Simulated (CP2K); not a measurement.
# Pd (P6_3/mmc) in CP2K: a series of runs

Runs on Pd. Level: LDA-VWN. Tasks: band structure.

All numbers are computed with CP2K 2026.2; they aren't measurements. Logs are shortened: lines on timing, memory, paths and dates and some standing lists are left out, and cuts for length are marked.

## 1. The crystal as given

It takes space group P6_3/mmc (No. 194, hexagonal). Conventional cell: a = 2.784 Å, b = 2.784 Å, c = 4.629 Å, α = 90.00°, β = 90.00°, γ = 120.00°. Around Pd (site symmetry -6m2) lie 12 Pd at 2.78 to 2.82 Å.

This isn't the form of Pd at room conditions, which is fcc.

## 2. Band structure, LDA-VWN

Input file pd_bands.py:

```python
from ase.io import read
from ase.calculators.cp2k import CP2K

atoms = read('POSCAR', format='vasp')

inp = """
&FORCE_EVAL
  &DFT
    BASIS_SET_FILE_NAME BASIS_MOLOPT_UCL
    POTENTIAL_FILE_NAME GTH_POTENTIALS
    &MGRID
      CUTOFF 450
      REL_CUTOFF 60
      NGRIDS 4
    &END MGRID
    &QS
      METHOD GPW
      EPS_DEFAULT 1.0E-10
    &END QS
    &KPOINTS
      SCHEME MONKHORST-PACK 8 8 5
      GAMMA_CENTERED T
    &END KPOINTS
    &SCF
      SCF_GUESS ATOMIC
      EPS_SCF 1.0E-6
      MAX_SCF 100
      ADDED_MOS 16
      CHOLESKY OFF
      EPS_EIGVAL 1.0E-7
      &DIAGONALIZATION ON
        ALGORITHM STANDARD
      &END DIAGONALIZATION
      &MIXING ON
        METHOD BROYDEN_MIXING
        ALPHA 0.4
        BETA 1.5
        NBUFFER 8
      &END MIXING
      &SMEAR ON
        METHOD GAUSSIAN
        SIGMA [eV] 0.1
      &END SMEAR
    &END SCF
    &XC
      &XC_FUNCTIONAL
        &LDA_X
        &END LDA_X
        &LDA_C_VWN
        &END LDA_C_VWN
      &END XC_FUNCTIONAL
    &END XC
    &PRINT
      &KPOINTS ON
      &END KPOINTS
      &MULLIKEN ON
      &END MULLIKEN
      &MO ON
        ENERGIES T
        OCCUPATION_NUMBERS T
        &EACH
          QS_SCF 0
        &END EACH
        ADD_LAST NUMERIC
      &END MO
      &BAND_STRUCTURE
        FILE_NAME bands.bs
        ADDED_MOS 4
        &KPOINT_SET
          UNITS B_VECTOR
          NPOINTS 6
          SPECIAL_POINT GAMMA 0.00000000 0.00000000 0.00000000
          SPECIAL_POINT M 0.50000000 0.00000000 0.00000000
          SPECIAL_POINT K 0.33333333 0.33333333 0.00000000
          SPECIAL_POINT GAMMA 0.00000000 0.00000000 0.00000000
          SPECIAL_POINT A 0.00000000 0.00000000 0.50000000
          SPECIAL_POINT L 0.50000000 0.00000000 0.50000000
          SPECIAL_POINT H 0.33333333 0.33333333 0.50000000
          SPECIAL_POINT A 0.00000000 0.00000000 0.50000000
        &END KPOINT_SET
        &KPOINT_SET
          UNITS B_VECTOR
          NPOINTS 6
          SPECIAL_POINT L 0.50000000 0.00000000 0.50000000
          SPECIAL_POINT M 0.50000000 0.00000000 0.00000000
        &END KPOINT_SET
        &KPOINT_SET
          UNITS B_VECTOR
          NPOINTS 6
          SPECIAL_POINT K 0.33333333 0.33333333 0.00000000
          SPECIAL_POINT H 0.33333333 0.33333333 0.50000000
        &END KPOINT_SET
      &END BAND_STRUCTURE
    &END PRINT
  &END DFT
  &SUBSYS
    &KIND Pd
      BASIS_SET TZVP-MOLOPT-SR-GTH-q18
      POTENTIAL GTH-PADE-q18
    &END KIND
    &PRINT
      &ATOMIC_COORDINATES ON
      &END ATOMIC_COORDINATES
      &CELL ON
      &END CELL
    &END PRINT
  &END SUBSYS
  &PRINT
    &FORCES ON
    &END FORCES
  &END PRINT
&END FORCE_EVAL
"""
calc = CP2K(command='cp2k.psmp -s', label='pd_bands', inp=inp, print_level='LOW', stress_tensor=True,
            basis_set=None, basis_set_file=None, pseudo_potential=None, potential_file=None,
            xc=None, cutoff=None, max_scf=None, uks=None, multiplicity=None, poisson_solver=None, force_eval_method='Quickstep')
atoms.calc = calc

print('energy (eV):', atoms.get_potential_energy())
print('forces (eV/A):')
print(atoms.get_forces())
print('stress (eV/A^3, Voigt):', atoms.get_stress())
```

Input file POSCAR:

```
Pd
1.0
    2.7836650458      0.0000000000      0.0000000000
   -1.3918325229      2.4107246453      0.0000000000
    0.0000000000      0.0000000000      4.6288930000
Pd
2
Direct
    0.3333333333      0.6666666667      0.2500000000
    0.6666666667      0.3333333333      0.7500000000
```

Potentials or basis: GTH_POTENTIALS Pd GTH-PADE-q18; TZVP-MOLOPT-SR-GTH basis.

Command:

```
$ OMP_NUM_THREADS=1 python pd_bands.py
```

The program printed:

```text
energy (eV): -6907.68679676
forces (eV/A):
[[ 2.31651629e-10  3.91076014e-07 -3.65570536e-11]
 [-2.32432166e-10 -3.91139346e-07 -3.64258208e-11]]
stress (eV/A^3, Voigt): [ 1.41403818e-01  1.41404039e-01  1.10073015e-01 -1.04827172e-14
 -1.71012129e-14 -7.79838119e-09]
```

cp2k_output:

```text

 CP2K| version string:                                       CP2K version 2026.2
 CP2K| Input file name                                              pd_bands.inp

 GLOBAL| Force Environment number                                              1
 GLOBAL| Basis set file name                                    BASIS_MOLOPT_UCL
 GLOBAL| Potential file name                                      GTH_POTENTIALS
 GLOBAL| MM Potential file name                                     MM_POTENTIAL
 GLOBAL| Coordinate file name                                      __STD_INPUT__
 GLOBAL| Method name                                                        CP2K
 GLOBAL| Project name                                                   pd_bands
 GLOBAL| Run type                                                   ENERGY_FORCE
 GLOBAL| FFT library                                                       FFTW3
[... 6 lines left out ...]
 GLOBAL| Total number of message passing processes                             1
 GLOBAL| Number of threads for this process                                    1
 GLOBAL| CPU model name            Intel(R) Xeon(R) Platinum 8375C CPU @ 2.90GHz

 CELL| Volume [angstrom^3]:                                            31.062880
 CELL| Vector a [angstrom]:       2.784     0.000     0.000   |a| =     2.783665
 CELL| Vector b [angstrom]:      -1.392     2.411     0.000   |b| =     2.783665
 CELL| Vector c [angstrom]:       0.000     0.000     4.629   |c| =     4.628893
 CELL| Angle (b,c), alpha [degree]:                                    90.000000
 CELL| Angle (a,c), beta  [degree]:                                    90.000000
 CELL| Angle (a,b), gamma [degree]:                                   120.000000
 CELL| Numerically orthorhombic:                                              NO
 CELL| Periodicity                                                           XYZ

 CELL_REF| Volume [angstrom^3]:                                        31.062880
 CELL_REF| Vector a [angstrom     2.784     0.000     0.000   |a| =     2.783665
 CELL_REF| Vector b [angstrom    -1.392     2.411     0.000   |b| =     2.783665
 CELL_REF| Vector c [angstrom     0.000     0.000     4.629   |c| =     4.628893
 CELL_REF| Angle (b,c), alpha [degree]:                                90.000000
 CELL_REF| Angle (a,c), beta  [degree]:                                90.000000
[... 413 lines left out ...]
 KPOINTS| Special point     2           M     0.500000     0.000000     0.000000
 KPOINTS| Special point     3           K     0.333333     0.333333     0.000000
 KPOINTS| Special point     4       GAMMA     0.000000     0.000000     0.000000
 KPOINTS| Special point     5           A     0.000000     0.000000     0.500000
 KPOINTS| Special point     6           L     0.500000     0.000000     0.500000
 KPOINTS| Special point     7           H     0.333333     0.333333     0.500000
 KPOINTS| Special point     8           A     0.000000     0.000000     0.500000
 KPOINTS| Number of k-points in set    2                                       7
 KPOINTS| In units of b-vector [2pi/Bohr]
 KPOINTS| Special point     1           L     0.500000     0.000000     0.500000
 KPOINTS| Special point     2           M     0.500000     0.000000     0.000000
 KPOINTS| Number of k-points in set    3                                       7
 KPOINTS| In units of b-vector [2pi/Bohr]
 KPOINTS| Special point     1           K     0.333333     0.333333     0.000000
 KPOINTS| Special point     2           H     0.333333     0.333333     0.500000

 ENERGY| Total FORCE_EVAL ( QS ) energy [hartree]           -253.852829873468721

 FORCES| Atomic forces [hartree/bohr]
 FORCES|   Atom     x               y               z               |f|
 FORCES|      1  4.50490733E-12  7.60521826E-09 -7.10921565E-13   7.60521963E-09
 FORCES|      2 -4.52008635E-12 -7.60644987E-09 -7.08369492E-13   7.60645124E-09
 FORCES| Sum    -1.51790151E-14 -1.23160493E-12 -1.41929106E-12
 FORCES| Total atomic force                                       1.87922011E-12

 STRESS| Analytical stress tensor [bar]
 STRESS|                        x                   y                   z
 STRESS|      x       -2.26553872851E+05   1.24943829871E-02   2.73991612098E-08
 STRESS|      y        1.24943829871E-02  -2.26554227156E+05   1.67951629698E-08
 STRESS|      z        2.73991612098E-08   1.67951629698E-08  -1.76356396834E+05
 STRESS| 1/3 Trace                                            -2.09821498947E+05
 STRESS| Determinant                                          -9.05179849961E+15

 STRESS| Eigenvectors and eigenvalues of the analytical stress tensor [bar]
 STRESS|                        1                   2                   3
 STRESS| Eigenvalues  -2.26554227596E+05  -2.26553872411E+05  -1.76356396834E+05
 STRESS|      x          -0.035198959887      0.999380324613      0.000000000001
 STRESS|      y           0.999380324613      0.035198959887      0.000000000000
 STRESS|      z          -0.000000000000     -0.000000000001      1.000000000000

 -------------------------------------------------------------------------------
 -                                                                             -
 -                         MESSAGE PASSING PERFORMANCE                         -
 -                                                                             -
 -------------------------------------------------------------------------------

 ROUTINE             CALLS      AVE VOLUME [Bytes]
 MP_Group                8
 MP_Bcast            86918                      7.
 MP_Allreduce        14560                     54.
 MP_Sync                 8
 MP_Wait             72420
 MP_ISend           101388                   5290.
 MP_IRecv           101388                   5290.
 -------------------------------------------------------------------------------
```

bands.bs:

```text
# Set 1: 8 special points, 43 k-points, 38 bands
#  Special point 1          0.00000000     0.00000000     0.00000000  GAMMA
#  Special point 2          0.50000000     0.00000000     0.00000000  M
#  Special point 3          0.33333333     0.33333333     0.00000000  K
#  Special point 4          0.00000000     0.00000000     0.00000000  GAMMA
#  Special point 5          0.00000000     0.00000000     0.50000000  A
#  Special point 6          0.50000000     0.00000000     0.50000000  L
#  Special point 7          0.33333333     0.33333333     0.50000000  H
#  Special point 8          0.00000000     0.00000000     0.50000000  A
#  Point 1      Spin 1:     0.00000000     0.00000000     0.00000000       0.02325581
#   Band    Energy [eV]     Occupation
       1   -70.40864892     2.00000000
       2   -70.23456052     2.00000000
       3   -36.39096496     2.00000000
       4   -36.18891179     2.00000000
       5   -36.18891177     2.00000000
       6   -36.13858758     2.00000000
[... 30 lines left out ...]
      37    47.74010235     0.00000000
      38    48.48041682     0.00000000
#  Point 2      Spin 1:     0.08333333     0.00000000     0.00000000       0.02325581
#   Band    Energy [eV]     Occupation
       1   -70.42282121     2.00000000
       2   -70.40773921     2.00000000
       3   -36.38431746     2.00000000
       4   -36.20775063     2.00000000
       5   -36.19528099     2.00000000
       6   -36.15876742     2.00000000
[... 30 lines left out ...]
      37    47.87199072     0.00000000
      38    51.05843054     0.00000000
#  Point 3      Spin 1:     0.16666667     0.00000000     0.00000000       0.02325581
#   Band    Energy [eV]     Occupation
       1   -70.43384745     2.00000000
       2   -70.40106845     2.00000000
       3   -36.36439784     2.00000000
       4   -36.25919391     2.00000000
       5   -36.21253099     2.00000000
       6   -36.21197707     2.00000000
[... 30 lines left out ...]
      37    51.23475430     0.00000000
      38    52.44384209     0.00000000
#  Point 4      Spin 1:     0.25000000     0.00000000     0.00000000       0.02325581
#   Band    Energy [eV]     Occupation
       1   -70.42728287     2.00000000
       2   -70.38008102     2.00000000
       3   -36.33387914     2.00000000
       4   -36.32921190     2.00000000
       5   -36.28444076     2.00000000
       6   -36.23350517     2.00000000
[... 30 lines left out ...]
      37    52.27791804     0.00000000
      38    52.32466478     0.00000000
#  Point 5      Spin 1:     0.33333333     0.00000000     0.00000000       0.02325581
#   Band    Energy [eV]     Occupation
       1   -70.41800573     2.00000000
       2   -70.30999296     2.00000000
       3   -36.39890449     2.00000000
       4   -36.35475263     2.00000000
       5   -36.29799240     2.00000000
       6   -36.25384662     2.00000000
[... 1191 lines left out ...]
      38    54.10335715     0.00000000
#  Point 35     Spin 1:     0.38888889     0.22222222     0.50000000       0.02325581
#   Band    Energy [eV]     Occupation
       1   -70.38584790     2.00000000
       2   -70.38584775     2.00000000
       3   -36.43241743     2.00000000
       4   -36.43241739     2.00000000
       5   -36.31972150     2.00000000
       6   -36.31972147     2.00000000
[... 30 lines left out ...]
      37    55.06678238     0.00000000
      38    55.06685173     0.00000000
#  Point 36     Spin 1:     0.36111111     0.27777778     0.50000000       0.02325581
#   Band    Energy [eV]     Occupation
       1   -70.38920168     2.00000000
       2   -70.38920166     2.00000000
       3   -36.41421641     2.00000000
       4   -36.41421637     2.00000000
       5   -36.34820143     2.00000000
       6   -36.34820139     2.00000000
[... 30 lines left out ...]
      37    55.70388174     0.00000000
      38    55.70389044     0.00000000
#  Point 37     Spin 1:     0.33333333     0.33333333     0.50000000       0.02325581
#   Band    Energy [eV]     Occupation
       1   -70.39001162     2.00000000
       2   -70.39001144     2.00000000
       3   -36.40336962     2.00000000
       4   -36.40336958     2.00000000
       5   -36.36302497     2.00000000
       6   -36.36302494     2.00000000
[... 27 lines left out ...]
      34    46.61367353     0.00000000
      35    50.62653892     0.00000000
      36    50.62654902
```

Run time: 61 s. Hardware: 1 thread of Intel Xeon Platinum 8375C at 2.90GHz (Ice Lake), shared host; peak memory 0.39 GiB.

Results:

```
Free energy            : -6907.6868 eV
Pressure               : -21.0 GPa
Band gap on the k mesh : none (metal or under the smearing width)
```

Levels at the corners of the path, in eV from the Fermi level:
| point | band 15 | band 16 | band 17 | band 18 | band 19 | band 20 | band 21 | band 22 |
| --- | --- | --- | --- | --- | --- | --- | --- | --- |
| Γ | -2.29 | -1.60 | -1.60 | -0.23 | -0.23 | 0.80 | 6.59 | 17.94 |
| M | -1.73 | -0.02 | 0.03 | 0.16 | 2.46 | 4.29 | 9.25 | 9.68 |
| K | -1.78 | -0.50 | -0.50 | -0.35 | 5.75 | 5.86 | 5.86 | 12.03 |
| Γ | -2.29 | -1.60 | -1.60 | -0.23 | -0.23 | 0.80 | 6.59 | 17.94 |
| A | -2.66 | -2.66 | -0.68 | -0.68 | -0.68 | -0.68 | 13.87 | 13.87 |
| L | -0.46 | -0.46 | 0.09 | 0.09 | 2.50 | 2.50 | 7.83 | 7.83 |
| H | -1.74 | -1.74 | -0.18 | -0.18 | 6.71 | 6.71 | 8.54 | 8.54 |
| A | -2.66 | -2.66 | -0.68 | -0.68 | -0.68 | -0.68 | 13.87 | 13.87 |
| L | -0.46 | -0.46 | 0.09 | 0.09 | 2.50 | 2.50 | 7.83 | 7.83 |
| M | -1.73 | -0.02 | 0.03 | 0.16 | 2.46 | 4.29 | 9.25 | 9.68 |
| K | -1.78 | -0.50 | -0.50 | -0.35 | 5.75 | 5.86 | 5.86 | 12.03 |
| H | -1.74 | -1.74 | -0.18 | -0.18 | 6.71 | 6.71 | 8.54 | 8.54 |

Caveat: so large a pressure means that the cell lies far from this level's equilibrium, or that cutoff or potentials fall short; the basis of atomic orbitals isn't converged, which shifts pressures, moduli and gaps.

## 3. Band structure, LDA-VWN

Input file pd_bands.inp:

```
&GLOBAL
  PROJECT pd_bands
  RUN_TYPE ENERGY_FORCE
  PRINT_LEVEL LOW
&END GLOBAL
&FORCE_EVAL
  METHOD QS
  STRESS_TENSOR ANALYTICAL
  &DFT
    BASIS_SET_FILE_NAME BASIS_MOLOPT_UZH
    POTENTIAL_FILE_NAME GTH_POTENTIALS
    &MGRID
      CUTOFF 500
      REL_CUTOFF 60
      NGRIDS 4
    &END MGRID
    &QS
      METHOD GPW
      EPS_DEFAULT 1.0E-9
    &END QS
    &KPOINTS
      SCHEME MONKHORST-PACK 11 11 6
      GAMMA_CENTERED T
      SYMMETRY T
      SYMMETRY_BACKEND SPGLIB
    &END KPOINTS
    &SCF
      SCF_GUESS ATOMIC
      EPS_SCF 1.0E-6
      MAX_SCF 100
      ADDED_MOS 16
      CHOLESKY OFF
      EPS_EIGVAL 1.0E-7
      &DIAGONALIZATION ON
        ALGORITHM STANDARD
      &END DIAGONALIZATION
      &MIXING ON
        METHOD BROYDEN_MIXING
        ALPHA 0.4
        BETA 1.5
        NBUFFER 8
      &END MIXING
      &SMEAR ON
        METHOD FERMI_DIRAC
        ELECTRONIC_TEMPERATURE 580.23
      &END SMEAR
    &END SCF
    &XC
      &XC_FUNCTIONAL
        &LDA_X
        &END LDA_X
        &LDA_C_VWN
        &END LDA_C_VWN
      &END XC_FUNCTIONAL
    &END XC
    &PRINT
      &KPOINTS ON
      &END KPOINTS
      &MULLIKEN ON
      &END MULLIKEN
      &MO ON
        ENERGIES T
        OCCUPATION_NUMBERS T
        &EACH
          QS_SCF 0
        &END EACH
        ADD_LAST NUMERIC
      &END MO
      &BAND_STRUCTURE
        FILE_NAME bands.bs
        ADDED_MOS 4
        &KPOINT_SET
          UNITS B_VECTOR
          NPOINTS 8
          SPECIAL_POINT GAMMA 0.00000000 0.00000000 0.00000000
          SPECIAL_POINT M 0.50000000 0.00000000 0.00000000
          SPECIAL_POINT K 0.33333333 0.33333333 0.00000000
          SPECIAL_POINT GAMMA 0.00000000 0.00000000 0.00000000
          SPECIAL_POINT A 0.00000000 0.00000000 0.50000000
          SPECIAL_POINT L 0.50000000 0.00000000 0.50000000
          SPECIAL_POINT H 0.33333333 0.33333333 0.50000000
          SPECIAL_POINT A 0.00000000 0.00000000 0.50000000
        &END KPOINT_SET
        &KPOINT_SET
          UNITS B_VECTOR
          NPOINTS 8
          SPECIAL_POINT L 0.50000000 0.00000000 0.50000000
          SPECIAL_POINT M 0.50000000 0.00000000 0.00000000
        &END KPOINT_SET
        &KPOINT_SET
          UNITS B_VECTOR
          NPOINTS 8
          SPECIAL_POINT K 0.33333333 0.33333333 0.00000000
          SPECIAL_POINT H 0.33333333 0.33333333 0.50000000
        &END KPOINT_SET
      &END BAND_STRUCTURE
    &END PRINT
  &END DFT
  &SUBSYS
    &CELL
      A 2.7836650458 0.0000000000 0.0000000000
      B -1.3918325229 2.4107246453 0.0000000000
      C 0.0000000000 0.0000000000 4.6288930000
      PERIODIC XYZ
    &END CELL
    &COORD
      SCALED
      Pd  0.3333333333 0.6666666667 0.2500000000
      Pd  0.6666666667 0.3333333333 0.7500000000
    &END COORD
    &KIND Pd
      BASIS_SET DZVP-MOLOPT-PBE-GTH-q18
      POTENTIAL GTH-PADE-q18
    &END KIND
    &PRINT
      &ATOMIC_COORDINATES ON
      &END ATOMIC_COORDINATES
      &CELL ON
      &END CELL
    &END PRINT
  &END SUBSYS
  &PRINT
    &FORCES ON
    &END FORCES
    &STRESS_TENSOR ON
    &END STRESS_TENSOR
  &END PRINT
&END FORCE_EVAL
```

Potentials or basis: GTH_POTENTIALS Pd GTH-PADE-q18; DZVP-MOLOPT-PBE-GTH basis.

Command:

```
$ OMP_NUM_THREADS=1 cp2k.psmp -i pd_bands.inp -o pd_bands.out
```

Run time: 97 s. Hardware: 1 thread of Intel Xeon Platinum 8375C at 2.90GHz (Ice Lake), shared host; peak memory 0.35 GiB.

Results (log left out):

| Property | Result |
| --- | --- |
| Free energy | -6908.8706 eV |
| Pressure | -15.9 GPa |
| Band gap on the k mesh | none (metal or under the smearing width) |

Stress tensor (GPa, compression positive):
```
-15.92   0.00   0.00
  0.00 -15.92   0.00
  0.00   0.00 -15.79
```

Levels at the corners of the path, in eV from the Fermi level:
| point | band 15 | band 16 | band 17 | band 18 | band 19 | band 20 | band 21 | band 22 |
| --- | --- | --- | --- | --- | --- | --- | --- | --- |
| Γ | -2.26 | -1.59 | -1.59 | -0.23 | -0.23 | 0.79 | 6.58 | 19.46 |
| M | -1.73 | 0.00 | 0.03 | 0.19 | 2.47 | 4.30 | 9.32 | 9.77 |
| K | -1.76 | -0.49 | -0.49 | -0.35 | 5.80 | 5.86 | 5.86 | 12.21 |
| Γ | -2.26 | -1.59 | -1.59 | -0.23 | -0.23 | 0.79 | 6.58 | 19.46 |
| A | -2.64 | -2.64 | -0.67 | -0.67 | -0.67 | -0.67 | 14.33 | 14.33 |
| L | -0.46 | -0.46 | 0.11 | 0.11 | 2.50 | 2.50 | 7.82 | 7.82 |
| H | -1.73 | -1.73 | -0.17 | -0.17 | 6.74 | 6.74 | 8.65 | 8.65 |
| A | -2.64 | -2.64 | -0.67 | -0.67 | -0.67 | -0.67 | 14.33 | 14.33 |
| L | -0.46 | -0.46 | 0.11 | 0.11 | 2.50 | 2.50 | 7.82 | 7.82 |
| M | -1.73 | 0.00 | 0.03 | 0.19 | 2.47 | 4.30 | 9.32 | 9.77 |
| K | -1.76 | -0.49 | -0.49 | -0.35 | 5.80 | 5.86 | 5.86 | 12.21 |
| H | -1.73 | -1.73 | -0.17 | -0.17 | 6.74 | 6.74 | 8.65 | 8.65 |

Caveat: so large a pressure means that the cell lies far from this level's equilibrium, or that cutoff or potentials fall short; the basis of atomic orbitals isn't converged, which shifts pressures, moduli and gaps.
